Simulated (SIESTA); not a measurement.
Runs of SIESTA 5.4.2 on As. The structure is trigonal, space group R-3m (No. 166). Conventional cell: a = 3.762 Å, b = 3.762 Å, c = 10.542 Å, α = 90.00°, β = 90.00°, γ = 120.00°. Around As (site symmetry 3m) lie 3 As at 2.51 Å. 

| task | level | potentials or basis | cell | gap on the mesh (eV) | pressure (GPa) | largest force (eV/Å) |
| --- | --- | --- | --- | --- | --- | --- |
| single point | PBEsol | PseudoDojo 0.4 standard (PBEsol files), DZP (energy shift 0.003 Ry; two zetas on semicore shells) | atoms moved at random, drawn with an rms of 0.05 Å | none | 3.0 | 1.08 |
| band structure | PBEsol | PseudoDojo 0.4 standard (PBEsol files), DZP (energy shift 0.003 Ry; two zetas on semicore shells) | cell strained along z | - | 3.8 | 0.97 |
| band structure | PBE | PseudoDojo 0.4 standard (PBE files), DZP (energy shift 0.003 Ry; two zetas on semicore shells) | as given | none | (b) | 0.88 |
| single point | PBEsol | PseudoDojo 0.4 standard (PBEsol files), DZP (energy shift 0.003 Ry; two zetas on semicore shells) | as given | none | (a) | 0.82 |

Alike in all rows: no spin polarisation; k mesh 9 × 9 × 9; smearing fermi-dirac 0.05 eV; grid cutoff 500 Ry; energy shift 0.003 Ry.

Q: Fill in the values left out.

A: (a) 2.4; (b) 6.0.

Caveats: the basis of atomic orbitals isn't converged, which shifts pressures, moduli and gaps.

A k mesh can miss the band edges, and the runs leave out spin-orbit coupling on As.

A gap of «none» marks a metal or a gap under the smearing width.
